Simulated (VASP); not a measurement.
# Bi (C2/m) in VASP: single point with r2SCAN

Aim: the single point of Bi with r2SCAN.

All numbers are computed with VASP 6.6.1; they aren't measurements. Logs are shortened: lines on timing, memory, paths and dates and some standing lists are left out, and cuts for length are marked.

**1. Starting point**

The structure is monoclinic, space group C2/m (No. 12). Conventional cell: a = 6.977 Å, b = 6.265 Å, c = 3.359 Å, α = 90.00°, β = 112.04°, γ = 90.00°. Bi (site symmetry m) has 6 Bi at 3.21 to 3.45 Å as nearest neighbours.

This isn't the form of Bi at room conditions, which is rhombohedral.

**2. Single point, r2SCAN**

Contents of POSCAR:

```
Bi
1.0
    3.4885980000     -3.1325780000      0.0000000000
    3.4885980000      3.1325780000      0.0000000000
   -1.2602350000      0.0000000000      3.1135500000
Bi
2
Direct
    0.2469390000      0.2469390000      0.1426180000
    0.7530610000      0.7530610000      0.8573820000
```

Contents of INCAR.step1:

```
SYSTEM = Bi
PREC     = Accurate       ! precision mode
ENCUT    = 520            ! plane-wave cutoff, eV
ISMEAR   = 0              ! smearing method
SIGMA    = 0.1            ! smearing width, eV
LREAL    = .False.        ! projectors in reciprocal space
LASPH    = .True.         ! aspherical terms in the spheres
NELM     = 100            ! most SCF steps
NBANDS   = 22             ! bands
GGA      = PE             ! functional
ALGO     = Normal         ! electronic algorithm
EDIFF    = 1E-4           ! SCF threshold, eV
LWAVE    = .True.         ! write WAVECAR
LCHARG   = .False.        ! write CHGCAR
```

Contents of INCAR.step2:

```
SYSTEM = Bi
PREC     = Accurate       ! precision mode
ENCUT    = 520            ! plane-wave cutoff, eV
EDIFF    = 1E-6           ! SCF threshold, eV
ISMEAR   = 0              ! smearing method
SIGMA    = 0.1            ! smearing width, eV
LREAL    = .False.        ! projectors in reciprocal space
LASPH    = .True.         ! aspherical terms in the spheres
NELM     = 100            ! most SCF steps
ALGO     = Normal         ! electronic algorithm
ISIF     = 2              ! what is computed and relaxed
LWAVE    = .False.        ! write WAVECAR
LCHARG   = .True.         ! write CHGCAR
METAGGA  = R2SCAN         ! meta-GGA
LMIXTAU  = .True.       
LELF     = .True.         ! ELF
LVHAR    = .True.       
NBANDS   = 22             ! bands
ISTART   = 1
```

Contents of KPOINTS:

```
Automatic mesh
0
Gamma
  4 4 6
  0 0 0
```

Potentials or basis: VASP PAW PBE potentials, release 64 (Bi_d).

Started as:

```sh
$ cat potpaw_PBE.64/Bi_d/POTCAR > POTCAR
$ cp INCAR.step1 INCAR
$ mpirun -np 1 vasp_std > vasp.out
$ cp INCAR.step2 INCAR
$ mpirun -np 1 vasp_std > vasp.out
```

OUTCAR:

```text
SYSTEM = Bi
   PREC = Accurate
   ENCUT = 520
   EDIFF = 1E-6
   ISMEAR = 0
   LREAL = .False.
   LASPH = .True.
   NELM = 100
   ISIF = 2
   METAGGA = R2SCAN
   ISTART = 1

 ion  position               nearest neighbor table
   1  0.247  0.247  0.143-   2 3.21   2 3.28   2 3.28   2 3.45
   2  0.753  0.753  0.857-   1 3.21   1 3.28   1 3.28   1 3.45

  LATTYP: Found a base centered monoclinic cell.
 ALAT       =     6.9771960000
 B/A-ratio  =     0.8979475423
 C/A-ratio  =     0.4814149259
 COS(beta)  =    -0.3751898342

  Lattice vectors:

 A1 = (   3.4885980000,  -3.1325780000,   0.0000000000)
 A2 = (   3.4885980000,   3.1325780000,   0.0000000000)
 A3 = (  -1.2602350000,   0.0000000000,   3.1135500000)

Analysis of symmetry for initial positions (statically):
=====================================================================
 Subroutine PRICEL returns:
 Original cell was already a primitive cell.

 Routine SETGRP: Setting up the symmetry group for a
 base centered monoclinic supercell.

 Subroutine GETGRP returns: Found  4 space group operations
 (whereof  4 operations were pure point group operations)
 out of a pool of  4 trial point group operations.

The static configuration has the point symmetry C_2h.

Analysis of symmetry for dynamics (positions and initial velocities):
=====================================================================
 Subroutine PRICEL returns:
 Original cell was already a primitive cell.

 Routine SETGRP: Setting up the symmetry group for a
 base centered monoclinic supercell.

 Subroutine GETGRP returns: Found  4 space group operations
 (whereof  4 operations were pure point group operations)
 out of a pool of  4 trial point group operations.

The dynamic configuration has the point symmetry C_2h.

 Subroutine INISYM returns: Found  4 space group operations
 (whereof  4 operations are pure point group operations),
 and found     1 'primitive' translations

----------------------------------------------------------------------------------------

                                     Primitive cell

  volume of cell :      68.0517

  direct lattice vectors                    reciprocal lattice vectors
     3.488598000 -3.132578000  0.000000000     0.143324052 -0.159612945  0.058011590
     3.488598000  3.132578000  0.000000000     0.143324052  0.159612945  0.058011590
    -1.260235000  0.000000000  3.113550000     0.000000000  0.000000000  0.321176792

[... 81 lines left out ...]
   ENCUT  =  520.0 eV  38.22 Ry    6.18 a.u.   8.72  8.72  6.25*2*pi/ulx,y,z
   NELM   =    100;   NELMIN=  2; NELMDL=  0     # of ELM steps
   EDIFF  = 0.1E-05   stopping-criterion for ELM
   LREAL  =      F    real-space projection
   EDIFFG = 0.1E-04   stopping-criterion for IOM
   NSW    =      0    number of steps for IOM
   IBRION =     -1    ionic relax: 0-MD 1-quasi-New 2-CG
   NFREE  =      0    steps in history (QN), initial steepest desc. (CG)
   ISIF   =      2    stress and relaxation
   ISYM   =      2    0-nonsym 1-usesym 2-fastsym
   POTIM  = 0.5000    time-step for ionic-motion
   TEBEG  =    0.0;   TEEND  =   0.0 temperature during run
   PSTRESS=    0.0 pullay stress
   NELECT =      30.0000    total number of electrons
   NUPDOWN=      -1.0000    fix difference up-down
   EMIN   =  10.00;   EMAX   =-10.00  energy-range for DOS
   EFERMI =   0.00;   METHOD = LEGACY
   ISMEAR =     0;   SIGMA  =   0.10  broadening in eV -4-tet -1-fermi 0-gaus
   EFERMI_NEDOS =   21; number of points for ismear=-14 and -15
   IALGO  =     38    algorithm
   IMIX   =      4    mixing-type and parameters
     AMIX     =   0.40;   BMIX     =  1.00
     AMIX_MAG =   1.60;   BMIX_MAG =  1.00
  volume/ion in A,a.u.               =      34.03       229.62
  Fermi-wavevector in a.u.,A,eV,Ry     =   1.245955  2.354514 21.121737  1.552404
  Thomas-Fermi vector in A             =   2.380154
   LORBIT       =      0    0 simple, 1 ext, 2 COOP (PROOUT), +10 PAW based schemes
   METAGGA = R2SCAN    functional components
   LHFCALC =     F    Hartree Fock is set to
   AEXX    =    0.0000 exact exchange contribution
   IVDW    =     0    specifies the selected vdW correction
   LEPSILON=     F    determine dielectric tensor
   LRPA    =     F    only Hartree local field effects (RPA)
 non-spin polarized calculation
 Gauss-broadening in eV      SIGMA  =   0.10
  energy-cutoff  :      520.00
  volume of cell :       68.05
 maximum number of plane-waves:      1851
 NGX is ok and might be reduce to    36
   NGX = 17   NGY = 17   NGZ = 13

 number of electron      30.0000001 magnetization

 Free energy of the ion-electron system (eV)
  ---------------------------------------------------
  ext. energy  EPLUGINS =         0.00000000
  ---------------------------------------------------
  free energy    TOTEN  =      -116.84510125 eV

  energy without entropy =     -116.83962865  energy(sigma->0) =     -116.84236495

 E-fermi :   6.6507     XC(G=0): -10.4788

 val. band max:        6.6305684407   @ k =  -0.2500  -0.2500   0.1667
 cond. band min:       6.6591142068   @ k =   0.5000   0.2500   0.1667
 fundamental gap:      0.0285457661
 Fermi energy:         6.6506666685

 k-point     1 :       0.0000    0.0000    0.0000
  band No.  band energies     occupation
      1     -16.9904      2.00000
      2     -16.9723      2.00000
      3     -16.9255      2.00000
      4     -16.8821      2.00000
      5     -16.8041      2.00000
      6     -16.7753      2.00000
[... 589 lines left out ...]
     21      14.5708      0.00000
     22      14.7545      0.00000

 [... further k-points ...]

------------------------ aborting loop because EDIFF is reached ----------------------------------------

  FORCE on cell =-STRESS in cart. coord.  units (eV):
  Direction    XX          YY          ZZ          XY          YZ          ZX
  --------------------------------------------------------------------------------------
  -------------------------------------------------------------------------------------
  Total        0.0471237     -0.5172759     -0.6895815      0.0000000      0.0000000      0.1582726
  in kB        1.1094601    -12.1785105    -16.2351950      0.0000000      0.0000000      3.7262987
  external PRESSURE =      -9.1014152 kB  Pullay stress =       0.0000000 kB

 VOLUME and BASIS-vectors are now :
 -----------------------------------------------------------------------------
  energy-cutoff  :      520.00
  volume of cell :       68.05
      direct lattice vectors                 reciprocal lattice vectors
     3.488598000 -3.132578000  0.000000000     0.143324052 -0.159612945  0.058011590
     3.488598000  3.132578000  0.000000000     0.143324052  0.159612945  0.058011590
    -1.260235000  0.000000000  3.113550000     0.000000000  0.000000000  0.321176792

 POSITION                                       TOTAL-FORCE (eV/Angst)
 -----------------------------------------------------------------------------------
      1.54321      0.00000      0.44405        -0.127378      0.000000     -0.155613
      4.17375      0.00000      2.66950         0.127378      0.000000      0.155613
 -----------------------------------------------------------------------------------
    total drift:                               -0.000000      0.000000      0.000000

  FREE ENERGIE OF THE ION-ELECTRON SYSTEM (eV)
  ---------------------------------------------------
  free  energy   TOTEN  =      -116.8451012453 eV

  energy  without entropy=     -116.8396286470  energy(sigma->0) =     -116.84236495
```

OUTCAR.step1:

```text
SYSTEM = Bi
   PREC = Accurate
   ENCUT = 520
   ISMEAR = 0
   LREAL = .False.
   LASPH = .True.
[... 826 lines left out ...]
      1.54321      0.00000      0.44405        -0.038252      0.000000     -0.102275
      4.17375      0.00000      2.66950         0.038252      0.000000      0.102275
 -----------------------------------------------------------------------------------
    total drift:                               -0.000000      0.000000      0.000000

  FREE ENERGIE OF THE ION-ELECTRON SYSTEM (eV)
  ---------------------------------------------------
  free  energy   TOTEN  =        -7.7060160124 eV

  energy  without entropy=       -7.6996560446  energy(sigma->0) =       -7.70283603
```

Wall time 8 min (1 thread of AMD EPYC 7R43 (Zen 3), shared host); peak memory 0.17 GiB.

What came out:

* Free energy: -116.8451 eV
* Pressure: -0.9 GPa
* Largest force: 0.201 eV/Å
* Band gap on the k mesh: none (metal or under the smearing width)

Forces in eV/Å, atoms in the order of the input:
```
Bi  -0.127  0.000 -0.156
Bi   0.127  0.000  0.156
```

Stress tensor (GPa, compression positive):
```
 0.11  0.00  0.37
 0.00 -1.22  0.00
 0.37  0.00 -1.62
```

Levels at points of the mesh, in eV from the Fermi level:
```tsv
k point	band 13	band 14	band 15	band 16	band 17	band 18
(0.00, 0.00, 0.00)	-3.25	-2.95	3.19	3.23	3.94	4.34
(0.50, 0.00, 0.00)	-1.17	-0.87	-0.70	-0.70	3.62	4.82
(0.50, 0.50, 0.00)	-5.12	-5.09	3.34	4.13	5.45	5.83
(0.00, 0.00, 0.50)	-4.07	-2.63	-1.75	1.21	1.55	1.77
(0.50, 0.00, 0.50)	-4.43	-3.26	-1.94	0.94	2.26	2.31
(0.50, 0.50, 0.50)	-3.92	-3.01	-2.39	-0.48	1.38	1.83
```

Caveat: the PAW data sets were made with another functional, which shifts forces and pressure a little; spin-orbit coupling is left out, which moves the levels of the heavy elements.
